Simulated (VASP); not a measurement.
# BaTiO3 (P4mm) in VASP: elastic constants with PBEsol

Aim: the elastic constants of BaTiO3 with PBEsol.

Everything below comes from runs of VASP 6.6.1. Logs are shortened: lines on timing, memory, paths and dates and some standing lists are left out, and cuts for length are marked.

## 1. The crystal as given

The structure is tetragonal, space group P4mm (No. 99). The conventional cell has a = 3.967 Å, b = 3.967 Å, c = 4.066 Å, α = 90.00°, β = 90.00°, γ = 90.00°. Ba (site symmetry 4mm) has 12 O at 2.79 to 2.89 Å as nearest neighbours. Ti (site symmetry 4mm) has 5 O at 1.84 to 1.99 Å as nearest neighbours. Around O (site symmetry 4mm) lie 1 Ti at 1.84 Å. Around O (site symmetry 2mm) lie 2 Ti at 1.99 Å.

## 2. Elastic constants, PBEsol

File POSCAR:

```
BaTiO3
1.0
    3.9671433919      0.0000000000      0.0000000000
    0.0000000000      3.9671433919     -0.0000000000
    0.0000000000      0.0000000000      4.0656694873
  Ba              Ti              O
     1     1     3
Direct
     0.0000000000000000    1.0000000000000000    0.9986017990225708
     0.5000000000000000    0.5000000000000000    0.4819255852252555
     0.5000000000000000    0.5000000000000000    0.0291004915946275
     0.5000000000000000    0.0000000000000000    0.5166860620787762
     0.0000000000000000    0.5000000000000000    0.5166860620787762
```

File INCAR.step1:

```
ALGO = Normal
EDIFF = 1E-8
EDIFFG = -0.002
ENCUT = 600
GGA = PS
IBRION = 2
ISIF = 3
ISMEAR = 0
KPAR = 2
LASPH = True
LCHARG = False
LREAL = False
LWAVE = False
NELM = 80
NSW = 40
PREC = Accurate
SIGMA = 0.03
```

File INCAR.step2:

```
ALGO = Normal
EDIFF = 1E-8
ENCUT = 600
GGA = PS
IBRION = 6
ISIF = 3
ISMEAR = 0
KPAR = 2
LASPH = True
LCHARG = False
LREAL = False
LWAVE = False
NELM = 80
NFREE = 2
NSW = 1
POTIM = 0.015
PREC = Accurate
SIGMA = 0.03
```

File KPOINTS:

```
k-points
0
Gamma
  8 8 8
```

Potentials or basis: VASP PAW PBE potentials, release 64 (Ba_sv, Ti_sv, O).

On the command line:

```sh
$ cat potpaw_PBE.64/Ba_sv/POTCAR potpaw_PBE.64/Ti_sv/POTCAR potpaw_PBE.64/O/POTCAR > POTCAR
$ cp INCAR.step1 INCAR
$ mpirun -np 2 vasp_std > vasp.out
$ cp CONTCAR POSCAR
$ cp INCAR.step2 INCAR
$ mpirun -np 2 vasp_std > vasp.out
```

OUTCAR:

```text
EDIFF = 1E-8
   ENCUT = 600
   GGA = PS
   IBRION = 6
   ISIF = 3
   ISMEAR = 0
   LASPH = True
   LREAL = False
   NELM = 80
   NFREE = 2
   NSW = 1
   POTIM = 0.015
   PREC = Accurate

 ion  position               nearest neighbor table
   1  0.000  0.000  0.999-   4 2.79   5 2.79   5 2.79   4 2.79   3 2.81   3 2.81   3 2.81   3 2.81
                             4 2.89   5 2.89   5 2.89   4 2.89   2 3.42   2 3.42   2 3.42   2 3.42
   2  0.500  0.500  0.482-   3 1.84   4 1.99   5 1.99   4 1.99   5 1.99   3 2.22   1 3.42   1 3.42
                             1 3.42   1 3.42   1 3.50   1 3.50   1 3.50   1 3.50
   3  0.500  0.500  0.029-   2 1.84   2 2.22   1 2.81   1 2.81   1 2.81   1 2.81
   4  0.500  0.000  0.517-   2 1.99   2 1.99   1 2.79   1 2.79   1 2.89   1 2.89
   5  0.000  0.500  0.517-   2 1.99   2 1.99   1 2.79   1 2.79   1 2.89   1 2.89

  LATTYP: Found a simple tetragonal cell.
 ALAT       =     3.9668942586
 C/A-ratio  =     1.0248987265

  Lattice vectors:

 A1 = (   3.9668942586,   0.0000000000,   0.0000000000)
 A2 = (   0.0000000000,   3.9668942586,   0.0000000000)
 A3 = (   0.0000000000,   0.0000000000,   4.0656648739)

Analysis of symmetry for initial positions (statically):
=====================================================================
 Subroutine PRICEL returns:
 Original cell was already a primitive cell.

 Routine SETGRP: Setting up the symmetry group for a
 simple tetragonal supercell.

 Subroutine GETGRP returns: Found  8 space group operations
 (whereof  8 operations were pure point group operations)
 out of a pool of 16 trial point group operations.

The static configuration has the point symmetry C_4v.

Analysis of symmetry for dynamics (positions and initial velocities):
=====================================================================
 Subroutine PRICEL returns:
[... 1032 lines left out ...]

  FORCE on cell =-STRESS in cart. coord.  units (eV):
  Direction    XX          YY          ZZ          XY          YZ          ZX
  --------------------------------------------------------------------------------------
  -------------------------------------------------------------------------------------
  Total       -0.0137425      0.0522383      0.0061265      0.0000000      0.0000000      0.0000000
  in kB       -0.3441461      1.3081784      0.1534232      0.0000000      0.0000000      0.0000000
  external PRESSURE =       0.3724852 kB  Pullay stress =       0.0000000 kB
[... 20 lines left out ...]
  FREE ENERGIE OF THE ION-ELECTRON SYSTEM (eV)
  ---------------------------------------------------
  free  energy   TOTEN  =       -42.0071520484 eV

  energy  without entropy=      -42.0071520484  energy(sigma->0) =      -42.00715205

 INTERNAL STRAIN TENSORS FROM STRAINED CELLS
 ============================================

 INTERNAL STRAIN TENSOR FOR ION    1 for displacements in x,y,z  (eV/Angst):
          X           Y           Z          XY          YZ          ZX
  --------------------------------------------------------------------------------
  x     0.00000     0.00000    -0.00000     0.00000     0.00000    -0.33850
  y     0.00000     0.00000     0.00000     0.00000    -0.33588     0.00000
  z    -0.32007    -0.32039    -1.74055     0.00002     0.00011    -0.00002

 INTERNAL STRAIN TENSORS FROM DISPLACED ATOMS
 ============================================

 INTERNAL STRAIN TENSOR FOR ION    1 for displacements in x,y,z  (eV/Angst):
          X           Y           Z          XY          YZ          ZX
  --------------------------------------------------------------------------------
  x     0.00000     0.00000     0.00000     0.00000     0.00000    -0.33710
  y     0.00000     0.00000     0.00000     0.00000    -0.33710     0.00000
  z    -0.31980    -0.31980    -1.73697     0.00000     0.00000     0.00000

 INTERNAL STRAIN TENSOR FOR ION    5 for displacements in x,y,z  (eV/Angst):
          X           Y           Z          XY          YZ          ZX
  --------------------------------------------------------------------------------
  x     0.00000     0.00000     0.00000     0.00000     0.00000    -0.62186
  y     0.00000     0.00000     0.00000     0.00000     1.31464     0.00000
  z    -3.17675     1.31754    -0.17673     0.00000     0.00000     0.00000

 Eigenvectors and eigenvalues of the dynamical matrix
 ----------------------------------------------------

   1 f  =   15.659455 THz    98.391258 2PiTHz  522.343195 cm-1    64.762273 meV
             X         Y         Z           dx          dy          dz
      0.000000  0.000000  4.059781     0.000000    0.000000    0.002285
      1.983447  1.983447  1.959416    -0.000000    0.000000    0.131330
      1.983447  1.983447  0.118257     0.000000   -0.000000   -0.879807
      1.983447  0.000000  2.100765     0.000000    0.000000    0.323022
      0.000000  1.983447  2.100765    -0.000000   -0.000000    0.323022
[... 105 lines left out ...]
  15 f/i=    3.563330 THz    22.389060 2PiTHz  118.859882 cm-1    14.736741 meV
             X         Y         Z           dx          dy          dz
      0.000000  0.000000  4.059781    -0.005143   -0.000857    0.000000
      1.983447  1.983447  1.959416    -0.675507   -0.112589    0.000000
      1.983447  1.983447  0.118257     0.263910    0.043987    0.000000
      1.983447  0.000000  2.100765     0.368602    0.092967    0.000000
      0.000000  1.983447  2.100765     0.557781    0.061436    0.000000

--------------------------------------------------------------------------------------------------------

 ELASTIC MODULI CONTR FROM IONIC RELAXATION (kBar)
 Direction    XX          YY          ZZ          XY          YZ          ZX
 --------------------------------------------------------------------------------
 XX         -73.6281     28.6450   -160.1576      0.0000      0.0000      0.0000
 YY          28.6450    -73.6281   -160.1576      0.0000     -0.0000     -0.0000
 ZZ        -160.1576   -160.1576  -1669.7976      0.0000      0.0000      0.0000
 XY           0.0000      0.0000      0.0000      0.0000      0.0000      0.0000
 YZ           0.0000     -0.0000      0.0000      0.0000    -12.6583     -0.0000
 ZX           0.0000     -0.0000      0.0000      0.0000     -0.0000    -12.6582
 --------------------------------------------------------------------------------

 TOTAL ELASTIC MODULI (kBar)
 Direction    XX          YY          ZZ          XY          YZ          ZX
 --------------------------------------------------------------------------------
 XX        3007.5394   1127.6424    901.6534      0.0000      0.0000      0.0000
 YY        1127.6424   3007.5394    901.6534      0.0000     -0.0000     -0.0000
 ZZ         901.6534    901.6534   1378.0077      0.0000      0.0000      0.0000
 XY           0.0000      0.0000      0.0000   1256.5828      0.0000      0.0000
 YZ           0.0000     -0.0000      0.0000      0.0000   1160.4883     -0.0000
 ZX           0.0000     -0.0000      0.0000      0.0000     -0.0000   1160.4882
 --------------------------------------------------------------------------------
```

OUTCAR.step1:

```text
EDIFF = 1E-8
   EDIFFG = -0.002
   ENCUT = 600
   GGA = PS
   IBRION = 2
   ISIF = 3
   ISMEAR = 0
   LASPH = True
   LREAL = False
[... 957 lines left out ...]
  -------------------------------------------------------------------------------------
  Total        0.0043930      0.0043930      0.0030936      0.0000000      0.0000000      0.0000000
  in kB        0.1100129      0.1100129      0.0774708      0.0000000      0.0000000      0.0000000
  external PRESSURE =       0.0991656 kB  Pullay stress =       0.0000000 kB
[... 20 lines left out ...]
  FREE ENERGIE OF THE ION-ELECTRON SYSTEM (eV)
  ---------------------------------------------------
  free  energy   TOTEN  =       -42.0078106291 eV

  energy  without entropy=      -42.0078106291  energy(sigma->0) =      -42.00781063

 reached required accuracy - stopping structural energy minimisation
```

OSZICAR.step1:

```text
N       E                     dE             d eps       ncg     rms          rms(c)
DAV:   1     0.478901373968E+03    0.47890E+03   -0.23222E+04  3600   0.200E+03
DAV:   2    -0.176014865353E+01   -0.48066E+03   -0.47336E+03  4440   0.515E+02
[... 28 lines left out ...]
   2 F= -.42007811E+02 E0= -.42007811E+02  d E =-.742714E-06
       N       E                     dE             d eps       ncg     rms          rms(c)
DAV:   1    -0.420078108173E+02   -0.14184E-06   -0.15028E-05  3624   0.386E-02    0.343E-03
DAV:   2    -0.420078106555E+02    0.16186E-06   -0.10246E-06  4240   0.933E-03    0.149E-03
DAV:   3    -0.420078106227E+02    0.32784E-07   -0.25110E-07  4520   0.320E-03    0.603E-04
DAV:   4    -0.420078106291E+02   -0.63978E-08   -0.48155E-08  4088   0.175E-03
   3 F= -.42007811E+02 E0= -.42007811E+02  d E =-.689251E-06
```

It took 33 min on 2 MPI ranks of Intel Xeon Platinum 8488C (Sapphire Rapids), shared host; peak memory 0.6 GiB.

What came out:

```yaml
Voigt_bulk_modulus: 147 GPa
Highest_phonon_frequency_at_Γ_LO-TO_splitting_left_out: 522 cm⁻¹
Most_unstable_mode: 119i cm⁻¹
```

Phonon frequencies in cm⁻¹ (negative: imaginary):
| q point | frequencies |
| --- | --- |
| (0.000, 0.000, 0.000) | -119 -119 0 0 0 170 176 176 290 294 294 323 465 465 522 |

Elastic tensor in Voigt notation (GPa, in the Cartesian axes of the cell as first typed):
```
301 113  90   0   0   0
113 301  90   0   0   0
 90  90 138   0   0   0
  0   0   0 116   0   0
  0   0   0   0 116   0
  0   0   0   0   0 126
```

Clamped-ion elastic tensor (GPa):
```
308 110 106   0   0   0
110 308 106   0   0   0
106 106 305   0   0   0
  0   0   0 117   0   0
  0   0   0   0 117   0
  0   0   0   0   0 126
```

Caveat: some modes are imaginary; the PAW data sets were made with another functional, which shifts forces and pressure a little.
